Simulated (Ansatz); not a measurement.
**Computed γ-surface: NaBr (rock salt)**

Generalised stacking fault of NaBr (rock salt) on the {100} plane. The cell below holds the perfect crystal with the plane normal along z; tilting its third vector by the shift puts one fault into each cell, between planes 3.02 Å apart, at fixed cell height.

```xyz
6
Lattice="4.2681 0.0000 0.0000 0.0000 4.2681 0.0000 2.1340 2.1340 9.0540" Properties=species:S:1:pos:R:3 pbc="T T T"
Br     1.7784     1.7784     7.5450
Br     1.7784     1.7784     1.5090
Br     3.9124     3.9124     4.5270
Na     3.9124     3.9124     7.5450
Na     3.9124     3.9124     1.5090
Na     1.7784     1.7784     4.5270
```

In-plane vectors a = (4.268, 0.000) Å, b = (0.000, 4.268) Å, area 18.22 Å². The shift is x·a + y·b, and the map repeats with period 1 in x and y. The shift is rigid: no atom relaxes. γ = [E(shift) − E(0)] / area.

The numbers are results of PBE (plane waves to 420 eV, PAW, scalar-relativistic; Ansatz, a first-principles code), not measurements. k mesh 7×7×7 (Γ-centred), Fermi-Dirac smearing 0.05 eV. E is the zero-smearing estimate. Stress and pressure are positive under compression. Faults lie only 9.1 Å apart, and holding the cell height and the atoms raises γ above its relaxed value. NaBr was relaxed with its symmetry unable to fall. The zero of γ is zero shift.

γ (mJ/m²), with x across and y down:

| y \ x | 0.000 | 0.167 | 0.333 | 0.500 | 0.667 | 0.833 |
|---|---|---|---|---|---|---|
| 0.000 | 0 | 70 | 237 | 334 | 237 | 70 |
| 0.167 | 70 | 160 | 366 | 483 | 366 | 160 |
| 0.333 | 237 | 366 | 654 | 816 | 654 | 366 |
| 0.500 | 334 | 483 | 816 | 1003 | 816 | 483 |
| 0.667 | 237 | 366 | 654 | 816 | 654 | 366 |
| 0.833 | 70 | 160 | 366 | 483 | 366 | 160 |

σ normal to the fault (GPa), with x across and y down:

```csv
y \ x,0.000,0.167,0.333,0.500,0.667,0.833
0.000,0.0,0.1,0.5,0.9,0.5,0.1
0.167,0.1,0.4,1.3,1.9,1.3,0.4
0.333,0.5,1.3,3.2,4.3,3.2,1.3
0.500,0.9,1.9,4.3,5.7,4.3,1.9
0.667,0.5,1.3,3.2,4.3,3.2,1.3
0.833,0.1,0.4,1.3,1.9,1.3,0.4
```

What the scan shows:

The highest γ on the easiest grid path from zero shift to a (an upper estimate of the barrier on so coarse a grid) comes out as 334 mJ/m². Local minima besides zero shift: no grid point is one. Lowest place on the grid: x = 0.000, y = 0.000 (0 mJ/m²). Highest place on the grid: x = 0.500, y = 0.500 (1003 mJ/m²).

(The slope of γ gives the shear force per area between the displaced halves; near zero shift its curvature is an elastic stiffness.)
